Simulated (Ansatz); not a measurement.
A calculation with Ansatz 0.2.0 of Sc (ASE script, Cartesian positions):

The input run.py:

```python
import json

import numpy as np

import ansatz as az

calculation = (
    az.Crystal.from_extxyz("Sc.xyz")
    .calculation()
    .kpoints(10, 10, 10)
    .functional(exchange="rpw86", correlation="pbe")
    .pseudopotentials(kind="paw", partial_waves="polarizable")
    .scf(extra_bands=6)
    .occupations(method="fermi_dirac", width=0.1)
    .density_of_states(energy_step=0.05, projected=True, nscf_kmesh=(15, 15, 15))
    .forces()
    .stress()
    .band_table(publish=True)
)
outcome = calculation.run(threads=2, events_out="events.jsonl")

report = outcome.report
for line in open("events.jsonl"):
    event = json.loads(line)
    if event["event"] == "scf_iter":
        d = event["data"]
        print(f"SCF {d['iter']:3d}  HF = {d['harris_foulkes_ev']:.6f} eV  dr2 = {d['dr2_ev']:.2e} eV")
    elif event["event"] in ("relax_step", "md_step"):
        d = event["data"]
        print(f"{event['event']} {d['step']:3d}  E = {d['lagrangian_ev']:.6f} eV")
np.set_printoptions(precision=5, suppress=True, linewidth=110)
print("converged:", report["converged"], "after", report["n_iterations"], "iterations")
print(f"free energy {report['free_energy_ev']:.6f} eV, Fermi level {report['fermi_energy_ev']:.4f} eV")
for key in ("band_edges_ev", "magnetization_mub", "site_moments_mub", "site_moments_nc_mub", "forces_ev_ang",
                "stress_gpa"):
    if report.get(key) is not None:
        print(key, np.array(report[key]), sep="\n")
```

Contents of Sc.xyz:

```xyz
1
Lattice="0.0000000000 2.2600000000 2.2600000000 2.2600000000 0.0000000000 2.2600000000 2.2600000000 2.2600000000 0.0000000000" Properties=species:S:1:pos:R:3 pbc="T T T"
Sc     0.0000000000      0.0000000000      0.0000000000
```

Potentials or basis: Ansatz PAW polarizable.

Command:

```bash
$ python run.py
```

This isn't the form of Sc at room conditions, which is hcp.

**Question.** Write the same calculation in another form: native input, structure typed inline.

**Answer.** As run:

File input.yaml:

```yaml
crystal:
  lattice:
    - [0.0, 2.26, 2.26]
    - [2.26, 0.0, 2.26]
    - [2.26, 2.26, 0.0]
  atoms:
    - { symbol: Sc, position: [0.0, 0.0, 0.0] }
hamiltonian:
  xc: { exchange: rpw86, correlation: pbe }
  pseudopotentials: { kind: paw, partial_waves: polarizable }
kpoints:
  mp_grid: { grid: [10, 10, 10] }
scf:
  occupations: { method: fermi_dirac, width: 0.1 }
  n_extra_bands: 6
output:
  forces: true
  stress: true
  eigenvalues: true
  dos: { projected: true, de: 0.05, nscf_kmesh: { grid: [15, 15, 15] } }
  write_density: true
  write_potential: true
  elf: true
  volumetric_format: npy
```

Potentials or basis: Ansatz PAW polarizable.

The run is started by

```console
$ ansatz run input.yaml --threads 2 --pin off --max-ram 5120MiB --backend cpu --events-out ev --progress --plain --runs-dir out
```

Both were run:

|  | ASE script, Cartesian positions | native input, structure typed inline |
| --- | --- | --- |
| Pressure | 4.6 GPa | 4.6 GPa |
| Band gap on the k mesh | none (metal or under the smearing width) | none (metal or under the smearing width) |
| Density of states at the Fermi level | 1.88 states/eV per cell | 1.88 states/eV per cell |

Keys that steer only the numerical path or the files written may differ.

Caveat: the PAW data sets come from PBE, with cores solved anew for the run's functional, which leaves a small shift of forces and pressure.
